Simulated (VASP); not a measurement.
Cu2O (Cuprite):

```
CELL_PARAMETERS angstrom
4.26000 0.00000 0.00000
0.00000 4.26000 0.00000
0.00000 0.00000 4.26000
ATOMIC_POSITIONS crystal
Cu 0.25000 0.25000 0.25000
Cu 0.25000 0.75000 0.75000
Cu 0.75000 0.75000 0.25000
Cu 0.75000 0.25000 0.75000
O 0.00000 0.00000 0.00000
O 0.50000 0.50000 0.50000
```

| Quantity | Value |
| --- | --- |
| Program | VASP 6.6.1 |
| Task | relaxation of cell and atoms |
| Functional | PBE |
| Potentials or basis | VASP PAW PBE potentials, release 64 (Cu, O) |
| Cutoff | 600 eV |
| k mesh | 6 × 6 × 6 |
| Occupations | gaussian, width 0.03 eV |
| Spin | no spin polarisation |

At the start: pressure 4.1 GPa; volume 12.88 Å³/atom.

Q: Where does the relaxation end?

A: Over 3 steps the energy falls by 5.2 meV/atom and the volume is 13.32 Å³/atom (+3.4 %); space group Pn-3m (No. 224, to 0.05 Å).

The path:
```tsv
step	energy change (eV)	largest force (eV/Å)	pressure (GPa)	volume (Å³)
1	0.0000	0.0000	4.07	77.31
2	-0.0264	0.0000	-1.52	81.03
3	-0.0315	0.0000	0.07	79.90
```

Final structure:
```yaml
crystal:
  lattice:
    - [4.30713, 0.00000, 0.00000]
    - [0.00000, 4.30713, 0.00000]
    - [0.00000, 0.00000, 4.30713]
  atoms:
    - { symbol: Cu, position: [0.25000, 0.25000, 0.25000] }
    - { symbol: Cu, position: [0.25000, 0.75000, 0.75000] }
    - { symbol: Cu, position: [0.75000, 0.75000, 0.25000] }
    - { symbol: Cu, position: [0.75000, 0.25000, 0.75000] }
    - { symbol: O, position: [0.00000, 0.00000, 0.00000] }
    - { symbol: O, position: [0.50000, 0.50000, 0.50000] }
```
